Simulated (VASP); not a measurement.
Runs of VASP 6.6.1 on GaAs. Symmetry: F-43m, No. 216, cubic system. Conventional cell: a = 5.654 Å, b = 5.654 Å, c = 5.654 Å, α = 90.00°, β = 90.00°, γ = 90.00°. Around As (site symmetry -43m) lie 4 Ga at 2.45 Å. Around Ga (site symmetry -43m) lie 4 As at 2.45 Å. 

| potentials or basis | gap on the mesh (eV) | pressure (GPa) | relaxed volume (Å³/atom) |
| --- | --- | --- | --- |
| VASP PAW PBE potentials, release 64 (As_GW, Ga_d_GW) | 0.14 | 0.0 | 23.75 |
| VASP PAW PBE potentials, release 54 (As, Ga_d) | 0.13 | 0.0 | 23.81 |
| VASP PAW PBE potentials, release 64 (As, Ga_h) | 0.15 | 0.0 | 23.75 |
| VASP PAW PBE potentials, release 54 (As, Ga) | 0.15 | 0.0 | (a) |

Alike in all rows: task relaxation of cell and atoms; level PBE; no spin polarisation; cell relaxed; k mesh 8 × 8 × 8; cutoff (eV) 900; smearing fermi-dirac 0.05 eV.

Q: Fill in the values left out.

A: (a) 23.91.

A k mesh can miss the band edges, and the runs leave out spin-orbit coupling on As, Ga.

The runs don't all hold the same shells in valence.
